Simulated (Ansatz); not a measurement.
Runs of Ansatz 0.2.0 on Li. Symmetry: R-3m, No. 166, trigonal system. The conventional cell has a = 3.101 Å, b = 3.101 Å, c = 22.765 Å, α = 90.00°, β = 90.00°, γ = 120.00°. Around Li (site symmetry 3m) lie 12 Li at 3.09 to 3.10 Å. Around Li (site symmetry -3m) lie 12 Li at 3.10 Å. This isn't the form of Li at room conditions, which is bcc.

```tsv
task	level	cell	smearing	gap on the mesh (eV)	pressure (GPa)	largest force (eV/Å)
single point	RPBE	as given	gaussian 0.05 eV	none	0.0	0.01
electric field gradients	LDA	as given	methfessel-paxton 0.2 eV	none	-1.3	0.01
single point	PBE	as given	gaussian 0.02 eV	none	(a)	0.01
single point	RPBE	another cell of the same crystal, with 3 atoms	gaussian 0.05 eV	none	0.0	0.01
```

Alike in all rows: potentials or basis Ansatz PAW; no spin polarisation; k mesh 10 × 10 × 10; cutoff (eV) 420.

Q: Estimate the missing entries.

A: (a) -0.5.

Caveats: the potentials were made for another functional, which shifts forces and pressure (some runs).

A gap of «none» marks a metal or a gap under the smearing width.
